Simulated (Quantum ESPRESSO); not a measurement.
# Na (P6_3/mmc) in Quantum ESPRESSO: equation of state

How stiff is Na in PBEsol, and what volume does it want? The cell is scaled to several volumes.

Everything below comes from runs of Quantum ESPRESSO 7.5. Logs are shortened: lines on timing, memory, paths and dates and some standing lists are left out, and cuts for length are marked.

## Step 1: The structure

Symmetry: P6_3/mmc, No. 194, hexagonal system. Conventional cell: a = 3.700 Å, b = 3.700 Å, c = 12.537 Å, α = 90.00°, β = 90.00°, γ = 120.00°. Na (site symmetry -6m2) is surrounded by 12 Na at 3.70 to 3.79 Å. Na (site symmetry -3m) is surrounded by 12 Na at 3.70 to 3.79 Å.

This isn't the form of Na at room conditions, which is bcc.

## Step 2: Single point, PBEsol, 34.94 Å³/atom

pw.in

```
&CONTROL
  calculation = 'scf'
  prefix = 'pwscf'
  outdir = './tmp'
  pseudo_dir = './pseudo'
  tstress = .true.
  disk_io = 'nowf'
/
&SYSTEM
  ibrav = 0
  nat = 4
  ntyp = 1
  ecutwfc = 45
  ecutrho = 360
  nbnd = 26
  occupations = 'smearing'
  smearing = 'fd'
  degauss = 0.00367493
/
&ELECTRONS
  conv_thr = 8d-10
  electron_maxstep = 120
  mixing_beta = 0.5
/
ATOMIC_SPECIES
Na    22.9898 na_pbesol_v1.5.uspp.F.UPF
CELL_PARAMETERS angstrom
   3.6248439025    0.0000000000    0.0000000000
  -1.8124219512    3.1392069043    0.0000000000
   0.0000000000    0.0000000000   12.2813860211
ATOMIC_POSITIONS crystal
Na     0.6666666667    0.3333333333    0.7500000000
Na     0.0000000000    0.0000000000    0.5000000000
Na     0.3333333333    0.6666666667    0.2500000000
Na     0.0000000000    0.0000000000    0.0000000000
K_POINTS automatic
8 8 3 0 0 0
```

Potentials or basis: GBRV 1.5 PBEsol.

Run with:

```bash
OMP_NUM_THREADS=1 mpirun -n 2 pw.x -nk 2 -in pw.in > pw.out
```

pw.out:

```text
This program is part of the open-source Quantum ESPRESSO suite
     for quantum simulation of materials; please cite
[... 6 lines left out ...]
     using ibrav=0 with symmetry is DISCOURAGED, use correct ibrav instead

     K-points division:     npool     =       2
     Subspace diagonalization in iterative solution of the eigenvalue problem:
     a serial algorithm will be used

     G-vector sticks info
     --------------------
     sticks:   dense  smooth     PW     G-vecs:    dense   smooth      PW
     Sum        1159     583    163               108807    38601    6107

     Using Slab Decomposition

     bravais-lattice index     =            0
     lattice parameter (alat)  =       6.8500  a.u.
     unit-cell volume          =     943.0902 (a.u.)^3
     number of atoms/cell      =            4
     number of atomic types    =            1
     number of electrons       =        36.00
     number of Kohn-Sham states=           26
     kinetic-energy cutoff     =      45.0000  Ry
     charge density cutoff     =     360.0000  Ry
     scf convergence threshold =      8.0E-10
     mixing beta               =       0.5000
     number of iterations used =            8  plain     mixing
     Exchange-correlation= SLA  PW   PSX  PSC
                           (   1   4  10   8   0   0   0)

     celldm(1)=   6.849962  celldm(2)=   0.000000  celldm(3)=   0.000000
     celldm(4)=   0.000000  celldm(5)=   0.000000  celldm(6)=   0.000000

     crystal axes: (cart. coord. in units of alat)
               a(1) = (   1.000000   0.000000   0.000000 )
               a(2) = (  -0.500000   0.866025   0.000000 )
               a(3) = (   0.000000   0.000000   3.388114 )

     reciprocal axes: (cart. coord. in units 2 pi/alat)
               b(1) = (  1.000000  0.577350 -0.000000 )
               b(2) = (  0.000000  1.154701  0.000000 )
               b(3) = (  0.000000 -0.000000  0.295149 )

     PseudoPot. # 1 for Na read from file:
     na_pbesol_v1.5.uspp.F.UPF
     Pseudo is Ultrasoft, Zval =  9.0
     Generated by new atomic code, or converted to UPF format
     Using radial grid of  819 points,  5 beta functions with:
                l(1) =   0
                l(2) =   0
                l(3) =   1
                l(4) =   1
                l(5) =   2
     Q(r) pseudized with  8 coefficients,  rinner =    1.250   1.250   1.250
                                                       1.250   1.250

     atomic species   valence    mass     pseudopotential
     Na                9.00    22.98980     Na( 1.00)

     24 Sym. Ops., with inversion, found (12 have fractional translation)

   Cartesian axes

     site n.     atom                  positions (alat units)
         1        Na     tau(   1) = (   0.5000000   0.2886751   2.5410858  )
         2        Na     tau(   2) = (   0.0000000   0.0000000   1.6940572  )
         3        Na     tau(   3) = (  -0.0000000   0.5773503   0.8470286  )
         4        Na     tau(   4) = (   0.0000000   0.0000000   0.0000000  )

     number of k points=    20  Fermi-Dirac smearing, width (Ry)=  0.0037
                       cart. coord. in units 2pi/alat
        k(    1) = (   0.0000000   0.0000000   0.0000000), wk =   0.0104167
        k(    2) = (   0.0000000   0.0000000   0.0983831), wk =   0.0208333
        k(    3) = (   0.0000000   0.1443376   0.0000000), wk =   0.0625000
        k(    4) = (   0.0000000   0.1443376   0.0983831), wk =   0.1250000
        k(    5) = (   0.0000000   0.2886751   0.0000000), wk =   0.0625000
        k(    6) = (   0.0000000   0.2886751   0.0983831), wk =   0.1250000
[... 12 lines left out ...]
        k(   19) = (   0.2500000   0.5773503   0.0000000), wk =   0.0625000
        k(   20) = (   0.2500000   0.5773503   0.0983831), wk =   0.1250000

     Dense  grid:   108807 G-vectors     FFT dimensions: (  45,  45, 144)

     Smooth grid:    38601 G-vectors     FFT dimensions: (  30,  30, 100)

     Initial potential from superposition of free atoms

     starting charge      35.9743, renormalised to      36.0000
     Starting wfcs are   20 randomized atomic wfcs +    6 random wfcs

     Self-consistent Calculation

     iteration #  1     ecut=    45.00 Ry     beta= 0.50
     Davidson diagonalization with overlap
     ethr =  1.00E-02,  avg # of iterations =  5.7

     Threshold (ethr) on eigenvalues was too large:
     Diagonalizing with lowered threshold

     Davidson diagonalization with overlap
     c_bands:  1 eigenvalues not converged
     c_bands:  2 eigenvalues not converged
     ethr =  1.07E-05,  avg # of iterations = 10.1

     total energy              =    -380.65610102 Ry
     estimated scf accuracy    <       0.00379937 Ry

     iteration #  2     ecut=    45.00 Ry     beta= 0.50
     Davidson diagonalization with overlap
     ethr =  1.06E-05,  avg # of iterations =  2.1

     total energy              =    -380.65614705 Ry
     estimated scf accuracy    <       0.00064193 Ry

     iteration #  3     ecut=    45.00 Ry     beta= 0.50
     Davidson diagonalization with overlap
     c_bands:  1 eigenvalues not converged
     ethr =  1.78E-06,  avg # of iterations =  3.1

     total energy              =    -380.65615218 Ry
     estimated scf accuracy    <       0.00006087 Ry

     iteration #  4     ecut=    45.00 Ry     beta= 0.50
     Davidson diagonalization with overlap
     c_bands:  1 eigenvalues not converged
     ethr =  1.69E-07,  avg # of iterations =  1.9

     total energy              =    -380.65614539 Ry
     estimated scf accuracy    <       0.00000097 Ry

     iteration #  5     ecut=    45.00 Ry     beta= 0.50
     Davidson diagonalization with overlap
     ethr =  2.69E-09,  avg # of iterations =  2.0

     total energy              =    -380.65614326 Ry
     estimated scf accuracy    <       0.00000008 Ry

     iteration #  6     ecut=    45.00 Ry     beta= 0.50
     Davidson diagonalization with overlap
     ethr =  2.17E-10,  avg # of iterations =  2.1

     End of self-consistent calculation

          k = 0.0000 0.0000 0.0000 (  4831 PWs)   bands (ev):

   -50.8865 -50.8856 -50.8853 -50.8844 -22.9936 -22.9741 -22.9738 -22.9589
   -22.9589 -22.9565 -22.9565 -22.9564 -22.9564 -22.9541 -22.9541 -22.9541
    -1.5831  -0.5615  -0.5615   2.2021   2.6263   7.1337   7.1365  12.4798
    12.4798  12.6245

          k = 0.0000 0.0000 0.0984 (  4850 PWs)   bands (ev):

   -50.8864 -50.8860 -50.8849 -50.8846 -22.9910 -22.9838 -22.9641 -22.9586
   -22.9586 -22.9577 -22.9577 -22.9568 -22.9553 -22.9553 -22.9544 -22.9544
    -1.4686  -1.1265   0.2190   1.2030   3.8191   5.3848   9.0523  11.0874
    12.5393  12.5397

          k = 0.0000 0.1443 0.0000 (  4827 PWs)   bands (ev):

   -50.8861 -50.8853 -50.8851 -50.8842 -22.9915 -22.9746 -22.9744 -22.9642
   -22.9610 -22.9606 -22.9605 -22.9594 -22.9579 -22.9577 -22.9551 -22.9547
    -1.3368  -0.3202  -0.3202   2.4201   2.8663   7.3219   7.3316   9.7507
    10.4751  10.5400

          k = 0.0000 0.1443 0.0984 (  4824 PWs)   bands (ev):

   -50.8860 -50.8857 -50.8847 -50.8843 -22.9892 -22.9830 -22.9664 -22.9636
   -22.9627 -22.9608 -22.9601 -22.9591 -22.9585 -22.9564 -22.9561 -22.9554
    -1.2228  -0.8824   0.4566   1.4354   4.0430   5.5970   9.1600   9.8801
    10.0652  11.0542

          k = 0.0000 0.2887 0.0000 (  4823 PWs)   bands (ev):

   -50.8853 -50.8846 -50.8844 -50.8837 -22.9862 -22.9814 -22.9804 -22.9765
   -22.9737 -22.9660 -22.9653 -22.9643 -22.9610 -22.9609 -22.9576 -22.9565
    -0.6053   0.3968   0.3968   3.0759   3.5578   6.8001   7.4407   7.6160
     8.1935   8.2793

          k = 0.0000 0.2887 0.0984 (  4812 PWs)   bands (ev):

   -50.8851 -50.8849 -50.8841 -50.8838 -22.9856 -22.9836 -22.9783 -22.9753
   -22.9742 -22.9703 -22.9638 -22.9626 -22.9610 -22.9593 -22.9580 -22.9577
    -0.4930  -0.1575   1.1624   2.1254   4.6854   6.1358   7.0164   7.3497
     8.3417   9.1800

          k = 0.0000 0.4330 0.0000 (  4806 PWs)   bands (ev):

   -50.8843 -50.8839 -50.8837 -50.8833 -22.9936 -22.9926 -22.9888 -22.9870
   -22.9780 -22.9680 -22.9670 -22.9653 -22.9642 -22.9640 -22.9602 -22.9591
     0.5902   1.5675   1.5679   4.0812   4.1751   4.8833   5.2512   5.4312
     7.7229   8.1302

          k = 0.0000 0.4330 0.0984 (  4785 PWs)   bands (ev):

   -50.8842 -50.8841 -50.8835 -50.8833 -22.9931 -22.9919 -22.9898 -22.9882
   -22.9753 -22.9706 -22.9675 -22.9660 -22.9624 -22.9622 -22.9607 -22.9600
     0.6999   1.0274   2.3107   3.2291   4.4073   4.7194   5.8267   6.1182
     6.8438   7.4298

          k = 0.0000-0.5774 0.0000 (  4824 PWs)   bands (ev):

   -50.8839 -50.8836 -50.8834 -50.8831 -22.9990 -22.9977 -22.9940 -22.9924
   -22.9729 -22.9695 -22.9688 -22.9655 -22.9653 -22.9648 -22.9613 -22.9605
     2.1612   2.2476   2.9340   3.0454   3.3791   3.4797   5.7029   5.7461
     6.3184   6.4604

          k = 0.0000-0.5774 0.0984 (  4784 PWs)   bands (ev):

   -50.8838 -50.8837 -50.8833 -50.8832 -22.9982 -22.9973 -22.9946 -22.9935
   -22.9717 -22.9696 -22.9689 -22.9675 -22.9636 -22.9634 -22.9619 -22.9615
     2.2558   2.3341   2.6123   2.6994   3.9195   4.0268   4.8503   4.9492
     7.3522   7.3995

          k = 0.1250 0.2165 0.0000 (  4817 PWs)   bands (ev):

   -50.8855 -50.8848 -50.8846 -50.8838 -22.9876 -22.9779 -22.9779 -22.9722
   -22.9697 -22.9658 -22.9648 -22.9620 -22.9607 -22.9603 -22.9580 -22.9558
    -0.8480   0.1589   0.1590   2.8570   3.3338   7.5645   7.6672   8.3609
     8.4591   8.8658

          k = 0.1250 0.2165 0.0984 (  4813 PWs)   bands (ev):

   -50.8854 -50.8851 -50.8843 -50.8840 -22.9862 -22.9826 -22.9736 -22.9713
   -22.9707 -22.9687 -22.9629 -22.9616 -22.9603 -22.9597 -22.9582 -22.9568
    -0.7351  -0.3980   0.9283   1.8967   4.4801   5.9987   8.2496   8.4184
     8.8166   8.9845

          k = 0.1250 0.3608 0.0000 (  4813 PWs)   bands (ev):

   -50.8846 -50.8841 -50.8839 -50.8834 -22.9876 -22.9872 -22.9830 -22.9822
   -22.9810 -22.9692 -22.9665 -22.9661 -22.9648 -22.9633 -22.9618 -22.9581
     0.1154   1.1033   1.1034   3.7347   4.1725   5.7614   6.5137   6.5371
     7.4742   8.0906

          k = 0.1250 0.3608 0.0984 (  4808 PWs)   bands (ev):

   -50.8845 -50.8843 -50.8837 -50.8835 -22.9878 -22.9862 -22.9852 -22.9832
   -22.9767 -22.9716 -22.9672 -22.9664 -22.9644 -22.9629 -22.9605 -22.9587
     0.2262   0.5570   1.8573   2.8027   5.1840   5.8506   6.0906   6.9063
     7.1273   7.6041

          k = 0.1250 0.5052 0.0000 (  4815 PWs)   bands (ev):

   -50.8839 -50.8836 -50.8834 -50.8831 -22.9959 -22.9946 -22.9911 -22.9898
   -22.9744 -22.9722 -22.9700 -22.9699 -22.9653 -22.9646 -22.9631 -22.9608
     1.5244   2.4676   2.4738   3.3647   4.3188   4.3713   5.0595   5.6768
     6.7859   6.8357

          k = 0.1250 0.5052 0.0984 (  4811 PWs)   bands (ev):

   -50.8838 -50.8837 -50.8833 -50.8832 -22.9952 -22.9943 -22.9917 -22.9908
   -22.9735 -22.9725 -22.9701 -22.9680 -22.9671 -22.9656 -22.9620 -22.9610
     1.6316   1.9505   3.1377   3.4398   3.8797   4.2584   5.0712   5.9334
     6.5394   7.1829

          k = 0.2500 0.4330 0.0000 (  4803 PWs)   bands (ev):

   -50.8839 -50.8836 -50.8834 -50.8831 -22.9910 -22.9904 -22.9883 -22.9859
   -22.9778 -22.9766 -22.9720 -22.9708 -22.9700 -22.9651 -22.9627 -22.9610
     1.2932   2.2537   2.2547   4.6454   4.8380   4.8604   5.5325   5.5502
     5.7314   6.3995

          k = 0.2500 0.4330 0.0984 (  4798 PWs)   bands (ev):

   -50.8838 -50.8837 -50.8833 -50.8832 -22.9902 -22.9898 -22.9890 -22.9876
   -22.9764 -22.9761 -22.9723 -22.9710 -22.9697 -22.9671 -22.9616 -22.9610
     1.4012   1.7235   2.9803   3.8661   4.9416   5.0545   5.2913   5.4665
     6.3363   6.8014

          k = 0.2500 0.5774 0.0000 (  4788 PWs)   bands (ev):

   -50.8835 -50.8834 -50.8832 -50.8831 -22.9919 -22.9904 -22.9877 -22.9869
   -22.9801 -22.9800 -22.9780 -22.9735 -22.9692 -22.9651 -22.9635 -22.9623
     2.8288   2.9263   3.5835   3.6827   4.0156   4.0968   4.7149   5.5996
     5.9100   6.3882

          k = 0.2500 0.5774 0.0984 (  4811 PWs)   bands (ev):

   -50.8835 -50.8834 -50.8832 -50.8831 -22.9914 -22.9906 -22.9878 -22.9875
   -22.9803 -22.9799 -22.9772 -22.9748 -22.9676 -22.9655 -22.9633 -22.9628
     2.9198   3.0038   3.2818   3.3677   4.4854   4.5045   4.7787   5.2037
     5.7384   5.8780

     the Fermi energy is     1.8085 ev

!    total energy              =    -380.65614247 Ry
     estimated scf accuracy    <          2.2E-10 Ry
     smearing contrib. (-TS)   =      -0.00128636 Ry
     internal energy E=F+TS    =    -380.65485611 Ry

     The total energy is F=E-TS. E is the sum of the following terms:
     one-electron contribution =    -349.13656880 Ry
     hartree contribution      =     176.20214095 Ry
     xc contribution           =     -56.27245505 Ry
     ewald contribution        =    -151.44797321 Ry

     convergence has been achieved in   6 iterations

     Computing stress (Cartesian axis) and pressure

          total   stress  (Ry/bohr**3)                   (kbar)     P=        3.32
   0.00004705  -0.00000000   0.00000000            6.92       -0.00        0.00
  -0.00000000   0.00004705   0.00000000           -0.00        6.92        0.00
   0.00000000   0.00000000  -0.00002649            0.00        0.00       -3.90

=------------------------------------------------------------------------------=
   JOB DONE.
=------------------------------------------------------------------------------=
```

Wall time 9.7 s (2 MPI ranks of AMD EPYC 9R45 (Zen 5), shared host); peak memory 0.42 GiB.

What came out:

```
Free energy            : -5179.0907 eV
Pressure               : 0.3 GPa
Band gap on the k mesh : none (metal or under the smearing width)
```

## Step 3: Single point, PBEsol, 35.68 Å³/atom

pw.in: that of step 2 with these lines changed.

```diff
@@ -27,5 +27,5 @@
 CELL_PARAMETERS angstrom
-   3.6248439025    0.0000000000    0.0000000000
-  -1.8124219512    3.1392069043    0.0000000000
-   0.0000000000    0.0000000000   12.2813860211
+   3.6503718133    0.0000000000    0.0000000000
+  -1.8251859066    3.1613147235    0.0000000000
+   0.0000000000    0.0000000000   12.3678775047
 ATOMIC_POSITIONS crystal
```

Potentials or basis: GBRV 1.5 PBEsol.

Run with:

```bash
OMP_NUM_THREADS=1 mpirun -n 2 pw.x -nk 2 -in pw.in > pw.out
```

Run time: 11 s. Hardware: 2 MPI ranks of AMD EPYC 9R45 (Zen 5), shared host; peak memory 0.42 GiB.

It converged, with:

```
Free energy            : -5179.0958 eV
Pressure               : 0.2 GPa
Band gap on the k mesh : none (metal or under the smearing width)
```

## Step 4: Single point, PBEsol, 36.42 Å³/atom

pw.in: that of step 3 with these lines changed.

```diff
@@ -27,5 +27,5 @@
 CELL_PARAMETERS angstrom
-   3.6503718133    0.0000000000    0.0000000000
-  -1.8251859066    3.1613147235    0.0000000000
-   0.0000000000    0.0000000000   12.3678775047
+   3.6755475868    0.0000000000    0.0000000000
+  -1.8377737934    3.1831175830    0.0000000000
+   0.0000000000    0.0000000000   12.4531759071
 ATOMIC_POSITIONS crystal
```

Run with:

```bash
OMP_NUM_THREADS=1 mpirun -n 2 pw.x -nk 2 -in pw.in > pw.out
```

Wall time 10 s (2 MPI ranks of AMD EPYC 9R45 (Zen 5), shared host); peak memory 0.44 GiB.

It converged, with:

- Free energy: -5179.0978 eV
- Pressure: 0.0 GPa
- Band gap on the k mesh: none (metal or under the smearing width)

## Step 5: Single point, PBEsol, 37.17 Å³/atom

pw.in: that of step 4 with these lines changed.

```diff
@@ -27,5 +27,5 @@
 CELL_PARAMETERS angstrom
-   3.6755475868    0.0000000000    0.0000000000
-  -1.8377737934    3.1831175830    0.0000000000
-   0.0000000000    0.0000000000   12.4531759071
+   3.7003831212    0.0000000000    0.0000000000
+  -1.8501915606    3.2046257867    0.0000000000
+   0.0000000000    0.0000000000   12.5373215400
 ATOMIC_POSITIONS crystal
```

Run with:

```bash
OMP_NUM_THREADS=1 mpirun -n 2 pw.x -nk 2 -in pw.in > pw.out
```

Run time: 11 s. Hardware: 2 MPI ranks of AMD EPYC 9R45 (Zen 5), shared host; peak memory 0.44 GiB.

The run converged. Its results:

| Quantity | Value |
| --- | --- |
| Free energy | -5179.0967 eV |
| Pressure | -0.2 GPa |
| Band gap on the k mesh | none (metal or under the smearing width) |

## Step 6: Single point, PBEsol, 37.91 Å³/atom

pw.in: that of step 5 with these lines changed.

```diff
@@ -27,5 +27,5 @@
 CELL_PARAMETERS angstrom
-   3.7003831212    0.0000000000    0.0000000000
-  -1.8501915606    3.2046257867    0.0000000000
-   0.0000000000    0.0000000000   12.5373215400
+   3.7248896839    0.0000000000    0.0000000000
+  -1.8624448419    3.2258490925    0.0000000000
+   0.0000000000    0.0000000000   12.6203525792
 ATOMIC_POSITIONS crystal
```

Potentials or basis: GBRV 1.5 PBEsol.

Run with:

```bash
OMP_NUM_THREADS=1 mpirun -n 2 pw.x -nk 2 -in pw.in > pw.out
```

Run time: 14 s. Hardware: 2 MPI ranks of AMD EPYC 9R45 (Zen 5), shared host; peak memory 0.46 GiB.

The run converged. Its results:

| Quantity | Value |
| --- | --- |
| Free energy | -5179.0930 eV |
| Pressure | -0.3 GPa |
| Band gap on the k mesh | none (metal or under the smearing width) |

(Continued in part 2 of 2.)
